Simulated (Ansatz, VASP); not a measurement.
## Cu: VASP beside Ansatz

```
Cu
1.0
     0.00000    1.66290    1.73520
     1.66290    0.00000    1.73520
     1.66290    1.66290    0.00000
Cu
1
Direct
  0.00000 0.00000 0.00000
```

Change from the starting cell: strain -0.080 along x and y, -0.040 along z, atoms carried along.

Alike in both runs: task single point; functional PBEsol; k mesh 22 × 22 × 22; occupations gaussian, width 0.15 eV; no spin polarisation.

|  | VASP | Ansatz |
| --- | --- | --- |
| version | VASP 6.6.1 | Ansatz 0.2.0 |
| potentials or method | VASP PAW PBE potentials, release 64 (Cu) | scalar-relativistic, plane waves, PAW |
| plane-wave cutoff (eV) | 520 | 420 |
| valence electrons in the cell | 11 | 19 |

```tsv
	VASP	Ansatz	Ansatz less VASP
gap on the k mesh at the Fermi level (eV)	none	none	-
pressure (GPa)	42.6	41.8	-0.76
largest component of the traceless stress (GPa)	3.33	3.35	+0.014
```

A gap of «none» marks a metal or a gap that the smearing closes. The two sets of potentials don't hold the same shells in valence.

Caveats: so large a pressure means that the cell lies far from this level's equilibrium, or that cutoff or potentials fall short (VASP); the potentials were made for another functional, which shifts forces and pressure (VASP).
